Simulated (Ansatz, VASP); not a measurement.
# C: VASP beside Ansatz

The input POSCAR:

```
C
1.0
    2.1414089317     -1.2364169979      0.0000000000
    2.1414089317      1.2364169979      0.0000000000
   -1.3882028085      0.0000000000      3.5260283048
C
2
Direct
    0.1666444700      0.1666444700      0.9999069600
    0.8333555300      0.8333555300      0.0000930400
```

The input INCAR.step1:

```
PREC = Accurate
ENCUT = 520
ISMEAR = -1
SIGMA = 0.05
LREAL = False
LASPH = True
NELM = 100
NBANDS = 11
GGA = PE
ALGO = Normal
EDIFF = 1E-4
LWAVE = True
LCHARG = False
```

File INCAR.step2:

```
PREC = Accurate
ENCUT = 520
EDIFF = 1E-6
ISMEAR = -1
SIGMA = 0.05
LREAL = False
LASPH = True
NELM = 100
ALGO = Normal
ISIF = 2
LWAVE = False
LCHARG = False
METAGGA = R2SCAN
LMIXTAU = True
NBANDS = 11
ISTART = 1
```

The input KPOINTS:

```
Automatic mesh
0
Gamma
  13 13 8
```

The input input.yaml:

```yaml
crystal:
  lattice:
    - [2.1414089317, -1.2364169979, 0.0]
    - [2.1414089317, 1.2364169979, 0.0]
    - [-1.3882028085, 0.0, 3.5260283048]
  atoms:
    - { symbol: C, position: [0.16664447, 0.16664447, 0.99990696] }
    - { symbol: C, position: [0.83335553, 0.83335553, 9.304e-05] }
hamiltonian:
  xc: r2scan
  pseudopotentials: { kind: paw }
kpoints:
  mp_grid: { grid: [13, 13, 8] }
scf:
  occupations: { method: fermi_dirac, width: 0.05 }
output:
  forces: true
  stress: true
  eigenvalues: true
```

This is a stacking variant of graphite.

Alike in both runs: task single point; functional r2SCAN; k mesh 13 × 13 × 8; occupations fermi-dirac, width 0.05 eV; no spin polarisation.

|  | VASP | Ansatz |
| --- | --- | --- |
| version | VASP 6.6.1 | Ansatz 0.2.0 |
| potentials or method | VASP PAW PBE potentials, release 64 (C) | Ansatz PAW |
| plane-wave cutoff (eV) | 520 | 500 |
| valence electrons in the cell | 8 | 8 |

|  | VASP | Ansatz | Ansatz less VASP |
| --- | --- | --- | --- |
| gap on the k mesh at the Fermi level (eV) | 0.98 | 0.98 | -0.001 |
| least direct gap on the mesh (eV) | 0.99 | 0.99 | -0.001 |
| pressure (GPa) | -4.8 | -5.4 | -0.65 |
| largest component of the traceless stress (GPa) | 4.84 | 5.57 | +0.725 |
| rms of the force components (eV/Å) | 0.006 | 0.006 | +0.0001 |

Atom by atom the forces differ by 0.000 eV/Å (rms over components).

Caveats: the PAW data sets were made with another functional, which shifts forces and pressure a little (VASP); an odd mesh through Γ misses points on the zone boundary, where band edges often lie (VASP); odd divisions of the mesh miss points on the zone boundary, where band edges often lie, so the gap on the mesh can be too wide (Ansatz); the PAW data sets come from PBE, with cores solved anew for the run's functional, which leaves a small shift of forces and pressure (Ansatz).
